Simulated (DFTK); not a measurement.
HfC in DFTK: the effect of Hubbard term

The system is HfC.

```
CELL_PARAMETERS angstrom
0.00000 2.32500 2.32500
2.32500 0.00000 2.32500
2.32500 2.32500 0.00000
ATOMIC_POSITIONS crystal
Hf 0.50000 0.50000 0.50000
C 0.00000 0.00000 0.00000
```

Alike in all runs:

- Program: DFTK 0.8.2
- Task: single point
- Functional: LDA
- Potentials or basis: dojo.nc.sr.lda.v0_4_1.standard.upf (LDA)
- Cutoff: 1116 eV
- k mesh: 5 × 5 × 5
- Occupations: fermi-dirac, width 0.05 eV
- Spin: no spin polarisation
- Start of the occupations: half filled (the program's default)
- Valence electrons: C 4, Hf 12
- SCF tolerance on the density: 1e-06
- Symmetries used: no

```csv
Hubbard term,pressure (GPa)
Hf d U = 0 eV,-13.2
Hf d U = 1.5 eV,-10.7
Hf d U = 3 eV,?
Hf d U = 4.5 eV,-5.6
Hf d U = 6 eV,-2.7
Hf d U = 8 eV,1.8
```

What does the run with Hubbard term Hf d U = 3 eV give?

Pressure -8.3 GPa.

Worked out: A parabola through the other rows of the pressure, of slope 1.75 GPa per eV there, gives -8.3 GPa, against the run's -8.3.

Caveats: all runs use coarse meshes; the Hubbard orbitals reach further out than in other programs, which can move energies by up to some tens of meV an atom; U without spin polarisation on a metal has little footing; the U is typed as a test and isn't derived for this compound.
